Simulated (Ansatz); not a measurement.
# Zr2N: the cost of one run

Computed with Ansatz 0.2.0 (DFT PBE, scalar-relativistic, plane waves, PAW, unless a step's input says otherwise).

1 further run of the same task is left out (it didn't finish).

**1. The starting structure**

The structure is tetragonal, space group P4/mmm (No. 123). Conventional cell: a = 3.267 Å, b = 3.267 Å, c = 4.504 Å, α = 90.00°, β = 90.00°, γ = 90.00°. Zr (site symmetry 4/mmm) has 2 N at 2.25 Å as nearest neighbours. Around Zr (site symmetry 4/mmm) lie 4 N at 2.31 Å. N (site symmetry 4/mmm) has 6 Zr at 2.25 to 2.31 Å as nearest neighbours.

As a file:

```
Zr N
1.0
     3.26730    0.00000    0.00000
     0.00000    3.26730    0.00000
     0.00000    0.00000    4.50426
Zr N
2 1
Direct
  0.50000 0.50000 0.00000
  0.00000 0.00000 0.50000
  0.50000 0.50000 0.50000
```

The start is the relaxed end of an invented cell (made as: random cell by space group and Wyckoff sites (Amm2, No. 38)), taken up again for a closer look.

**2. The guess as it stands, on a coarse mesh**

File input.yaml:

```yaml
crystal:
  lattice:
    - [3.2673017, 0.0, 0.0]
    - [0.0, 3.2673017, 0.0]
    - [0.0, 0.0, 4.5042576]
  atoms:
    - { symbol: Zr, position: [0.5, 0.5, 0.0] }
    - { symbol: Zr, position: [0.0, 0.0, 0.5] }
    - { symbol: "N", position: [0.5, 0.5, 0.5] }
basis:
  ecutwfc: 420
kpoints:
  mp_grid: { grid: [6, 6, 4] }
hamiltonian:
  xc: pbe
scf:
  occupations: { method: gaussian, width: 0.1 }
  lower_state_search: "off"
output:
  forces: true
  stress: true
  eigenvalues: true
```

On the command line:

```sh
ansatz run input.yaml --threads 1 --pin off --max-ram 3072MiB --backend cpu --events-out ev --progress --plain --runs-dir out
```

Q: Estimate wall time and peak memory on 1 thread of Arm Neoverse V2, shared host.

About 1.2 s, with a peak of 0.31 GiB.
